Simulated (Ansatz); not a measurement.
**HfO2 under changes of volume**

One of the cells (11.152 Å³/atom); the others are scaled copies at fixed shape and fractional positions:

```xyz
3
Lattice="0.0000 2.5575 2.5575 2.5575 0.0000 2.5575 2.5575 2.5575 0.0000" Properties=species:S:1:pos:R:3 pbc="T T T"
Hf    0.0000    0.0000    0.0000
O     3.8363    3.8363    3.8363
O     1.2788    1.2788    1.2788
```

Measurements of this composition are mostly on another form, of space group No. 14.

| Quantity | Value |
| --- | --- |
| Program | Ansatz 0.2.0 |
| Functional | PBE |
| Potentials or basis | Ansatz PAW |
| Cutoff | 420 eV (not typed: the program's choice for these potentials) |
| k mesh | 9 × 9 × 9 |
| Occupations | fermi-dirac, width 0.05 eV |
| Spin | no spin polarisation |

| volume (Å³/atom) | energy over the lowest point (meV/atom) | pressure (GPa) | gap on the mesh (eV) |
| --- | --- | --- | --- |
| 10.483 | ? | ? | ? |
| 10.706 | 7.29 | 8.0 | 3.94 |
| 10.929 | 0.01 | 2.5 | 3.88 |
| 11.152 | 0.00 | -2.5 | 3.83 |
| 11.375 | 6.54 | -6.9 | 3.78 |
| 11.598 | 19.08 | -11.0 | 3.72 |
| 11.821 | 36.96 | -14.6 | 3.67 |

Q: What does the run at 10.483 Å³/atom give?

A: Energy over the lowest point 22.58 meV/atom; pressure 14.1 GPa; gap on the mesh 3.99 eV.

Worked out: A Birch-Murnaghan fit of order 3 (a polynomial in V^(-2/3)) to the other rows has its minimum at 11.04 Å³/atom with B0 = V·E''(V) = 246 GPa and B' = 4.0. It gives 22.61 meV/atom at 10.483 Å³/atom, against the run's 22.58, and -dE/dV = 14.1 GPa, against 14.1. A straight line through the other rows of the gap, of slope -2.71 eV per unit of ln V, extrapolates to 4.00 eV, against the run's 3.99.

Energies are extrapolated to zero smearing.

Caveats: odd divisions of the mesh miss points on the zone boundary, where band edges often lie, so the gap on the mesh can be too wide; spin-orbit coupling is left out, which moves the levels of the heavy elements.

A mesh can miss the band edges.
